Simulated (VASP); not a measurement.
# Lu (P6_3/mmc) in VASP: a series of runs

The runs below take Lu through single point, with PBE, RPBE.

Program: VASP 6.6.1. These are calculated values, not measurements. Logs are shortened: lines on timing, memory, paths and dates and some standing lists are left out, and cuts for length are marked.

## Step 1: Starting point

It takes space group P6_3/mmc (No. 194, hexagonal). Conventional cell: a = 3.503 Å, b = 3.503 Å, c = 5.551 Å, α = 90.00°, β = 90.00°, γ = 120.00°. Around Lu (site symmetry -6m2) lie 12 Lu at 3.43 to 3.50 Å.

## Step 2: Single point, PBE

The input, INCAR:

```
SYSTEM = Lu
  PREC = Accurate
  ENCUT = 700
  EDIFF = 1E-6
  ISMEAR = 0
  SIGMA = 0.1
  LREAL = .False.
  LASPH = .True.
  NELM = 100
  ALGO = Normal
  ISIF = 2
  LWAVE = .False.
  LCHARG = .False.
  GGA = PE
  ADDGRID = .False.
```

The input, KPOINTS:

```
regular mesh
0
Gamma
  19 19 10
  0 0 0
```

The input, POSCAR:

```
Lu
1.0
    3.5031000000      0.0000000000      0.0000000000
   -1.7515500000      3.0337735920      0.0000000000
    0.0000000000      0.0000000000      5.5509000000
Lu
2
Direct
    0.6666666667      0.3333333333      0.7500000000
    0.3333333333      0.6666666667      0.2500000000
```

Potentials or basis: VASP PAW PBE potentials, release 64 (Lu_3), 4f in core.

Started as:

```console
$ cat potpaw_PBE.64/Lu_3/POTCAR > POTCAR
$ mpirun -np 1 vasp_std > vasp.out
```

OUTCAR:

```text
SYSTEM = Lu
   PREC = Accurate
   ENCUT = 700
   EDIFF = 1E-6
   ISMEAR = 0
   LREAL = .False.
   LASPH = .True.
   NELM = 100
   ISIF = 2
   GGA = PE

 Found    240 irreducible k-points:

 Following reciprocal coordinates:
            Coordinates               Weight
  0.000000  0.000000  0.000000      1.000000
  0.052632  0.000000  0.000000      6.000000
  0.105263  0.000000  0.000000      6.000000
  0.157895 -0.000000  0.000000      6.000000
  0.210526 -0.000000  0.000000      6.000000
  0.263158 -0.000000  0.000000      6.000000
   k-points           NKPTS =    240   k-points in BZ     NKDIM =    240   number of bands    NBANDS=     13
   number of dos      NEDOS =    301   number of ions     NIONS =      2
   total plane-waves  NPLWV =  43200
   dimension x,y,z NGX =    30 NGY =   30 NGZ =   48
   dimension x,y,z NGXF=    60 NGYF=   60 NGZF=   96
   ions per type =               2
   NGX,Y,Z   is equivalent  to a cutoff of  14.24, 14.24, 14.38 a.u.
   NGXF,Y,Z  is equivalent  to a cutoff of  28.47, 28.47, 28.75 a.u.
 SYSTEM =  Lu
   PREC   = accura    normal or accurate (medium, high low for compatibility)
   ISTART =      0    job   : 0-new  1-cont  2-samecut
   ICHARG =      2    charge: 1-file 2-atom 10-const
   ISPIN  =      1    spin polarized calculation?
   LNONCOLLINEAR =      F non collinear calculations
   LSORBIT =      F    spin-orbit coupling
   LASPH  =      T    aspherical Exc in radial PAW
   ENCUT  =  700.0 eV  51.45 Ry    7.17 a.u.   7.56  7.56 11.97*2*pi/ulx,y,z
   NELM   =    100;   NELMIN=  2; NELMDL= -5     # of ELM steps
   EDIFF  = 0.1E-05   stopping-criterion for ELM
   LREAL  =      F    real-space projection
   EDIFFG = 0.1E-04   stopping-criterion for IOM
   NSW    =      0    number of steps for IOM
   IBRION =     -1    ionic relax: 0-MD 1-quasi-New 2-CG
   NFREE  =      0    steps in history (QN), initial steepest desc. (CG)
   ISIF   =      2    stress and relaxation
   ISYM   =      2    0-nonsym 1-usesym 2-fastsym
   POTIM  = 0.5000    time-step for ionic-motion
   TEBEG  =    0.0;   TEEND  =   0.0 temperature during run
   PSTRESS=    0.0 pullay stress
   NELECT =      18.0000    total number of electrons
   NUPDOWN=      -1.0000    fix difference up-down
   EMIN   =  10.00;   EMAX   =-10.00  energy-range for DOS
   EFERMI =   0.00;   METHOD = LEGACY
   ISMEAR =     0;   SIGMA  =   0.10  broadening in eV -4-tet -1-fermi 0-gaus
   EFERMI_NEDOS =   21; number of points for ismear=-14 and -15
   IALGO  =     38    algorithm
   IMIX   =      4    mixing-type and parameters
     AMIX     =   0.40;   BMIX     =  1.00
     AMIX_MAG =   1.60;   BMIX_MAG =  1.00
  volume/ion in A,a.u.               =      29.50       199.05
  Fermi-wavevector in a.u.,A,eV,Ry     =   1.102130  2.082723 16.526853  1.214689
  Thomas-Fermi vector in A             =   2.238568
   LORBIT       =      0    0 simple, 1 ext, 2 COOP (PROOUT), +10 PAW based schemes
   GGA     = PE    functional components
   LHFCALC =     F    Hartree Fock is set to
   AEXX    =    0.0000 exact exchange contribution
   IVDW    =     0    specifies the selected vdW correction
   LEPSILON=     F    determine dielectric tensor
   LRPA    =     F    only Hartree local field effects (RPA)
 non-spin polarized calculation
 Gauss-broadening in eV      SIGMA  =   0.10
  energy-cutoff  :      700.00
  volume of cell :       58.99
 maximum number of plane-waves:      2506
   NGX = 15   NGY = 15   NGZ = 23

 number of electron      18.0000000 magnetization

 Free energy of the ion-electron system (eV)
  ---------------------------------------------------
  ext. energy  EPLUGINS =         0.00000000
  ---------------------------------------------------
  free energy    TOTEN  =        -8.91350338 eV

  energy without entropy =       -8.89516413  energy(sigma->0) =       -8.90433376

 E-fermi :   2.7773     XC(G=0):  -9.9082

 val. band max:        2.7740315018   @ k =   0.2632   0.2105   0.4000
 cond. band min:       2.7777105610   @ k =   0.3684   0.0526   0.2000
 fundamental gap:      0.0036790592
 Fermi energy:         2.7772676501

 k-point     1 :       0.0000    0.0000    0.0000
  band No.  band energies     occupation
      1     -24.2703      2.00000
      2     -23.8611      2.00000
      3     -23.8611      2.00000
      4     -23.7852      2.00000
      5     -23.7852      2.00000
      6     -23.7595      2.00000
      7      -3.2479      2.00000
      8       0.3403      2.00000
      9       3.3271      0.00000
     10       4.9919      0.00000
     11       4.9928      0.00000
     12       5.2721      0.00000
     13       5.6933      0.00000

 k-point     2 :       0.0526    0.0000    0.0000
  band No.  band energies     occupation
      1     -24.2660      2.00000
      2     -23.8701      2.00000
      3     -23.8642      2.00000
      4     -23.7947      2.00000
      5     -23.7864      2.00000
      6     -23.7614      2.00000
      7      -3.1815      2.00000
      8       0.4088      2.00000
      9       3.2807      0.00000
     10       4.7682      0.00000
     11       5.0554      0.00000
     12       5.5166      0.00000
     13       5.6242      0.00000

 k-point     3 :       0.1053    0.0000    0.0000
  band No.  band energies     occupation
      1     -24.2534      2.00000
      2     -23.8960      2.00000
      3     -23.8728      2.00000
      4     -23.8219      2.00000
      5     -23.7901      2.00000
      6     -23.7672      2.00000
      7      -2.9851      2.00000
      8       0.6087      2.00000
      9       3.1506      0.00000
     10       4.3907      0.00000
     11       5.2439      0.00000
     12       5.3339      0.00000
     13       5.7093      0.00000

 k-point     4 :       0.1579   -0.0000    0.0000
  band No.  band energies     occupation
      1     -24.2331      2.00000
      2     -23.9362      2.00000
      3     -23.8859      2.00000
      4     -23.8633      2.00000
      5     -23.7962      2.00000
      6     -23.7770      2.00000
      7      -2.6673      2.00000
      8       0.9198      2.00000
      9       2.9603      0.00964
     10       3.9729      0.00000
     11       4.9979      0.00000
     12       5.5562      0.00000
     13       5.6643      0.00000

 k-point     5 :       0.2105   -0.0000    0.0000
  band No.  band energies     occupation
      1     -24.2064      2.00000
      2     -23.9863      2.00000
      3     -23.9137      2.00000
      4     -23.9018      2.00000
      5     -23.8041      2.00000
      6     -23.7906      2.00000
      7      -2.2425      2.00000
      8       1.2976      2.00000
      9       2.7384      1.41741
     10       3.5661      0.00000
     11       4.6646      0.00000
     12       5.2574      0.00000
     13       5.5351      0.00000

 k-point     6 :       0.2632   -0.0000    0.0000
  band No.  band energies     occupation
      1     -24.1747      2.00000
      2     -24.0411      2.00000
      3     -23.9672      2.00000
      4     -23.9187      2.00000
      5     -23.8130      2.00000
      6     -23.8080      2.00000
      7      -1.7315      2.00000
      8       1.6519      2.00000
      9       2.5122      1.99982
     10       3.2164      0.00000
     11       4.4299      0.00000
     12       4.9548      0.00000
     13       5.2771      0.00000

 [... further k-points ...]

------------------------ aborting loop because EDIFF is reached ----------------------------------------

  FORCE on cell =-STRESS in cart. coord.  units (eV):
  Direction    XX          YY          ZZ          XY          YZ          ZX
  --------------------------------------------------------------------------------------
  -------------------------------------------------------------------------------------
  Total        0.1200589      0.1200589     -0.3330082      0.0000000     -0.0000000      0.0000000
  in kB        3.2606634      3.2606634     -9.0441229      0.0000000     -0.0000000      0.0000000
  external PRESSURE =      -0.8409321 kB  Pullay stress =       0.0000000 kB

 VOLUME and BASIS-vectors are now :
 -----------------------------------------------------------------------------
  energy-cutoff  :      700.00
  volume of cell :       58.99
      direct lattice vectors                 reciprocal lattice vectors
     3.503100000  0.000000000  0.000000000     0.285461448  0.164811244  0.000000000
    -1.751550000  3.033773592  0.000000000     0.000000000  0.329622488  0.000000000
     0.000000000  0.000000000  5.550900000     0.000000000  0.000000000  0.180150967

 POSITION                                       TOTAL-FORCE (eV/Angst)
 -----------------------------------------------------------------------------------
      1.75155      1.01126      4.16318         0.000000      0.000000      0.000000
     -0.00000      2.02252      1.38773        -0.000000     -0.000000      0.000000
 -----------------------------------------------------------------------------------
    total drift:                               -0.000000      0.000000     -0.000000

  FREE ENERGIE OF THE ION-ELECTRON SYSTEM (eV)
  ---------------------------------------------------
  free  energy   TOTEN  =        -8.9135033848 eV

  energy  without entropy=       -8.8951641296  energy(sigma->0) =       -8.90433376
```

Wall time 1.9 min (1 thread of Intel Xeon 6975P-C (Granite Rapids), shared host); peak memory 0.4 GiB.

These settings aren't checked as converged: the numbers below hold their error.

Results:

```
Free energy            : -8.9135 eV
Pressure               : -0.1 GPa
Band gap on the k mesh : none (metal or under the smearing width)
```

## Step 3: Single point, RPBE

The input, INCAR:

```
SYSTEM = Lu
PREC = Accurate ; ENCUT = 600
EDIFF = 1E-6 ; ISMEAR = 0
SIGMA = 0.05 ; LREAL = .FALSE.
LASPH = .TRUE. ; NELM = 100
ALGO = Fast ; ISIF = 2
LWAVE = .FALSE. ; LCHARG = .FALSE.
GGA = RP
```

The input, KPOINTS:

```
regular mesh
0
G
  9 9 5
  0 0 0
```

POSCAR is that of step 2.

Potentials or basis: VASP PAW PBE potentials, release 64 (Lu_3), 4f in core.

Started as:

```console
$ cat potpaw_PBE.64/Lu_3/POTCAR > POTCAR
$ mpirun -np 1 vasp_std > vasp.out
```

OUTCAR:

```text
SYSTEM = Lu
   PREC = Accurate
   ENCUT = 600
   EDIFF = 1E-6
   ISMEAR = 0
   LREAL = .FALSE.
   LASPH = .TRUE.
   NELM = 100
   ISIF = 2
   GGA = RP

 ion  position               nearest neighbor table
   1  0.667  0.333  0.750-   2 3.43   2 3.43   2 3.43   2 3.43   2 3.43   2 3.43
   2  0.333  0.667  0.250-   1 3.43   1 3.43   1 3.43   1 3.43   1 3.43   1 3.43

  LATTYP: Found a hexagonal cell.
 ALAT       =     3.5031000000
 C/A-ratio  =     1.5845679541

  Lattice vectors:

[... 577 lines left out ...]

  FORCE on cell =-STRESS in cart. coord.  units (eV):
  Direction    XX          YY          ZZ          XY          YZ          ZX
  --------------------------------------------------------------------------------------
  -------------------------------------------------------------------------------------
  Total        0.8523780      0.8523780      0.4656167      0.0000000     -0.0000000      0.0000000
  in kB       23.1496105     23.1496105     12.6456160      0.0000000     -0.0000000      0.0000000
  external PRESSURE =      19.6482790 kB  Pullay stress =       0.0000000 kB

 VOLUME and BASIS-vectors are now :
 -----------------------------------------------------------------------------
  energy-cutoff  :      600.00
  volume of cell :       58.99
      direct lattice vectors                 reciprocal lattice vectors
     3.503100000  0.000000000  0.000000000     0.285461448  0.164811244  0.000000000
    -1.751550000  3.033773592  0.000000000     0.000000000  0.329622488  0.000000000
     0.000000000  0.000000000  5.550900000     0.000000000  0.000000000  0.180150967

 POSITION                                       TOTAL-FORCE (eV/Angst)
 -----------------------------------------------------------------------------------
      1.75155      1.01126      4.16318         0.000000     -0.000000      0.000000
     -0.00000      2.02252      1.38773        -0.000000      0.000000      0.000000
 -----------------------------------------------------------------------------------
    total drift:                               -0.000000      0.000000     -0.000000

  FREE ENERGIE OF THE ION-ELECTRON SYSTEM (eV)
  ---------------------------------------------------
  free  energy   TOTEN  =        -8.2569768449 eV

  energy  without entropy=       -8.2514171868  energy(sigma->0) =       -8.25419702
```

OSZICAR:

```text
N       E                     dE             d eps       ncg     rms          rms(c)
DAV:   1     0.501135588259E+02    0.50114E+02   -0.93398E+03  1594   0.164E+03
DAV:   2    -0.557261476781E+01   -0.55686E+02   -0.54579E+02  1611   0.721E+02
DAV:   3    -0.810528232014E+01   -0.25327E+01   -0.23854E+01  1718   0.655E+01
DAV:   4    -0.824455218353E+01   -0.13927E+00   -0.12677E+00  1759   0.102E+01
DAV:   5    -0.825069324567E+01   -0.61411E-02   -0.57115E-02  1603   0.183E+00    0.257E+01
RMM:   6    -0.824284736984E+01    0.78459E-02   -0.25354E-02  1184   0.466E+00    0.153E+01
RMM:   7    -0.825135818061E+01   -0.85108E-02   -0.63797E-02  1250   0.661E+00    0.415E-01
RMM:   8    -0.825686319582E+01   -0.55050E-02   -0.54767E-02  1496   0.159E+00    0.125E-01
RMM:   9    -0.825713212516E+01   -0.26893E-03   -0.52877E-03  1621   0.566E-01    0.734E-02
RMM:  10    -0.825694023190E+01    0.19189E-03   -0.78348E-04  1469   0.385E-01    0.874E-02
RMM:  11    -0.825695497005E+01   -0.14738E-04   -0.60445E-04  1530   0.263E-01    0.194E-02
RMM:  12    -0.825697203006E+01   -0.17060E-04   -0.18650E-04  1521   0.849E-02    0.365E-02
RMM:  13    -0.825697662079E+01   -0.45907E-05   -0.48559E-05  1175   0.855E-02    0.841E-02
RMM:  14    -0.825697606792E+01    0.55287E-06   -0.17649E-05  1243   0.566E-02    0.122E-02
RMM:  15    -0.825697215102E+01    0.39169E-05   -0.78616E-06   999   0.671E-02    0.134E-01
RMM:  16    -0.825697486242E+01   -0.27114E-05   -0.34316E-06  1018   0.576E-02    0.728E-02
RMM:  17    -0.825697617552E+01   -0.13131E-05   -0.29020E-06  1004   0.565E-02    0.185E-02
RMM:  18    -0.825697684488E+01   -0.66936E-06   -0.19014E-06   974   0.515E-02
   1 F= -.82569768E+01 E0= -.82541970E+01  d E =-.555966E-02
```

stdout:

```text
POSCAR found type information on POSCAR Lu
 POSCAR found :  1 types and       2 ions
 scaLAPACK will be used
 -----------------------------------------------------------------------------
|                                                                             |
|                                                                             |
|     You enforced a specific xc type in the INCAR file but a different       |
|     I HOPE YOU KNOW WHAT YOU ARE DOING!                                     |
|                                                                             |
 -----------------------------------------------------------------------------

 LDA part: xc-table for (Slater+PW92), standard interpolation
 POSCAR, INCAR and KPOINTS ok, starting setup
 FFT: planning ... GRIDC
 FFT: planning ... GRID_SOFT
 FFT: planning ... GRID
 WAVECAR not read
 entering main loop
```

Run time: 32 s. Hardware: 1 thread of AMD EPYC 9R45 (Zen 5), shared host; peak memory 0.17 GiB.

Results:

- Free energy: -8.2570 eV
- Pressure: 2.0 GPa
- Band gap on the k mesh: none (metal or under the smearing width)

Levels at points of the mesh, in eV from the Fermi level:
```tsv
k point	band 5	band 6	band 7	band 8	band 9	band 10	band 11	band 12	band 13
(0.00, 0.00, 0.00)	-26.62	-26.59	-6.02	-2.42	0.50	2.25	2.25	2.54	2.96
```

Caveat: the PAW data sets were made with another functional, which shifts forces and pressure a little.
